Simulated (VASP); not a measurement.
# AlN in VASP: one cell, several levels of theory

AlN in the rocksalt structure, under +0.5 % biaxial strain in x and y, free along z is computed at one geometry. Runs: PBE, r2SCAN. This is a trial cell built on a prototype, not taken from a measured structure, and it needn't be the compound's ground state.

The runs shown are made with VASP 6.6.1. PAW datasets, plane waves. No spin polarisation. The prototype was imposed, so other structures may be more stable.

## (1) The cell

The cell comes from an earlier relaxation with r2SCAN in another program, then strained, with the atoms relaxed again.

It is tetragonal, I4/mmm (No. 139); conventional cell a = 2.869 Å, c = 4.022 Å, 8.28 Å³ an atom. Near Al stand 6 N at 2.01–2.03 Å; near N stand 6 Al at 2.01–2.03 Å.

As a file:

Space group I4/mmm (No. 139). a = 2.869 Å, b = 2.869 Å, c = 4.022 Å, α = 90.00°, β = 90.00°, γ = 90.00°
```json
{"atom": "Al", "site": "2a", "symmetry": "4/mmm", "x": "0.0000", "y": "0.0000", "z": "0.0000"}
{"atom": "N", "site": "2b", "symmetry": "4/mmm", "x": "0.0000", "y": "0.0000", "z": "0.5000"}
```

## (2) PBE at this geometry

File INCAR:

```
ENCUT = 520.000000
SIGMA = 0.020000
EDIFF = 1.00e-07
GGA = PE
PREC = Accurate
IBRION = -1
ISIF = 2
ISMEAR = -1
NBANDS = 11
NELM = 120
NSW = 0
LASPH = .TRUE.
LCHARG = .FALSE.
LWAVE = .FALSE.
LREAL = .FALSE.
```

File KPOINTS:

```
KPOINTS created by Atomic Simulation Environment
0
Gamma
10 10 10
0 0 0
```

File KPOINTS_OPT:

```
special points
7
Reciprocal
0.0000000000 0.0000000000 0.0000000000 1
0.5000000000 0.0000000000 0.5000000000 1
0.6250000000 0.2500000000 0.6250000000 1
0.3750000000 0.3750000000 0.7500000000 1
0.5000000000 0.5000000000 0.5000000000 1
0.5000000000 0.2500000000 0.7500000000 1
0.5000000000 0.5000000000 0.0000000000 1
```

File POSCAR:

```
Al N
 1.0000000000000000
     0.0000000000000000    2.0289627875999998    2.0111917083000002
     2.0289627875999998    0.0000000000000000    2.0111917083000002
     2.0289627875999998    2.0289627875999998    0.0000000000000000
 Al  N
   1   1
Cartesian
  0.0000000000000000  0.0000000000000000  0.0000000000000000
  2.0289627875999998  2.0289627875999998  2.0111917083000002
```

The run uses the recommended PBE PAW datasets (8 valence electrons a neutral cell).

The run is started by

```sh
> mpirun -np 1 vasp_std
```

## (3) r2SCAN at this geometry

File INCAR:

```
ENCUT = 520.000000
SIGMA = 0.010000
EDIFF = 1.00e-07
ALGO = Normal
METAGGA = R2SCAN
PREC = Accurate
IBRION = -1
ISIF = 2
ISMEAR = 0
NBANDS = 11
NELM = 120
NSW = 0
LASPH = .TRUE.
LCHARG = .FALSE.
LWAVE = .FALSE.
LREAL = .FALSE.
```

KPOINTS is that of step 2.

KPOINTS_OPT is that of step 2.

POSCAR is that of step 2.

**Question.** What will these runs give? Wanted: for each run, gap; pressure.

The runs gave:

| level | gap (eV) | pressure (GPa) |
| --- | --- | --- |
| PBE | 4.51 | 4.48 |
| r2SCAN | 5.39 | -2.44 |

In words: The gap runs from 4.51 eV (PBE) to 5.39 eV (r2SCAN). The pressure is highest with PBE (4.5 GPa) and lowest with r2SCAN (-2.4 GPa), which orders the cells that they would relax to.
